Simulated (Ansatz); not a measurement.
# HgS: the change of pressure with volume per atom

Periodic Kohn-Sham DFT of a crystal at fixed atoms; pressure and stress are positive in compression; the energy is the free energy less that of spherical unpolarised free atoms; site moments are those in the method's own spheres, positive along +z. The results are calculated, by Ansatz 0.2.0.

Cell of the first row (space group F-43m, No. 216):
```
cell vectors (Å)
   0.0000     2.8692     2.8692
   2.8692     0.0000     2.8692
   2.8692     2.8692     0.0000
atoms (fractions of the cell vectors)
Hg  0.00000  0.00000  0.00000
S   0.75000  0.75000  0.75000
```

Settings of every row: method all-electron PAW; functional PBEsol; relativity scalar; k mesh 8x8x8; filling fermi-dirac; smearing width 0.02 eV; nucleus gaussian.

Atom start moment: 0 on all atoms.

Limits: no spin-orbit coupling on heavy atoms.

```
row  volume per atom (Å³)  pressure (GPa)
  1                 23.62           5.137
  2                24.123           3.441
  3                24.625           1.933
  4                24.877               ?
  5                25.128           0.591
  6                25.379          -0.023
  7                25.631          -0.602
  8                26.133          -1.662
  9                26.636          -2.604
```

Question: what pressure should row 4 give?

Worked fit of pressure. Take u = (V_r/V)^(2/3) − 1 with V_r = 25.254 Å³ an atom, which is twice the finite (Eulerian) strain; such expansions in the strain, on which the Birch-Murnaghan equation of state is built, carry the rest volume and the bulk modulus. The shown rows have u = 0.0456, 0.03102, 0.01696, 0.00334, -0.00329, -0.00983, -0.02255, -0.0349. Least squares give pressure = 0.2785 + 92.52 × u + 294.45 × u² + 290 × u³ GPa; a parabola predicts inner rows, each left out in turn, worse (root mean square 0.0048 against 0.00095 GPa). The rows lie off it by 0.000, 0.001, -0.001, 0.000, 0.000, 0.001, -0.001, 0.000. The pressure vanishes at u = -0.0030, or V = 25.37 Å³ an atom, and there the bulk modulus at fixed shape and fractions is B = −V dP/dV = (2/3)(1 + u) dP/du = 60.3 GPa. The withheld row has u = 0.01008, so the fit gives 0.2785 + 92.52 × (0.01008) + 294.45 × (0.01008)² + 290 × (0.01008)³ = 1.241 GPa.

The calculation gave 1.242 GPa. The fit lies 0.001 GPa (0.013 % of the column's range) below it, one unit of the last digit.
